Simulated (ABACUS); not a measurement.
# BaTe under changes of volume

One of the cells (39.652 Å³/atom); the others are scaled copies at fixed shape and fractional positions:

```xyz
2
Lattice="0.0000 3.4100 3.4100 3.4100 0.0000 3.4100 3.4100 3.4100 0.0000" Properties=species:S:1:pos:R:3 pbc="T T T"
Ba    0.0000    0.0000    0.0000
Te    3.4100    3.4100    3.4100
```

| Property | Result |
| --- | --- |
| Program | ABACUS 3.10.1 |
| Functional | PBE |
| Potentials or basis | PseudoDojo NC SR 0.4.1 PBE standard |
| Cutoff | 1129 eV |
| Density cutoff | 4517 eV |
| Basis | plane waves |
| k mesh | 7 × 7 × 7 |
| Occupations | fermi-dirac, width 0.05 eV |
| Spin | no spin polarisation |

```csv
volume (Å³/atom),energy over the lowest point (meV/atom),pressure (GPa),gap on the mesh (eV)
37.273,123.26,7.1,1.25
38.066,90.69,6.0,1.31
38.859,?,?,?
39.652,41.39,4.0,1.42
40.445,23.67,3.1,1.47
41.238,10.00,2.4,1.52
42.031,0.00,1.7,1.56
```

Task: What does the run at 38.859 Å³/atom give?

Result: Energy over the lowest point 63.58 meV/atom; pressure 4.9 GPa; gap on the mesh 1.37 eV.

Worked out: A Birch-Murnaghan fit of order 3 (a polynomial in V^(-2/3)) to the other rows has no minimum within the range. It gives 63.57 meV/atom at 38.859 Å³/atom, against the run's 63.58, and -dE/dV = 5.0 GPa, against 4.9. A straight line through the other rows of the gap, of slope 2.6 eV per unit of ln V, gives 1.36 eV, against the run's 1.37.

Energies are extrapolated to zero smearing.

Caveats: this release of the barium file is off; spin-orbit coupling is left out, which moves the levels of the heavy elements; an odd mesh through Γ misses points on the zone boundary, where band edges often lie.
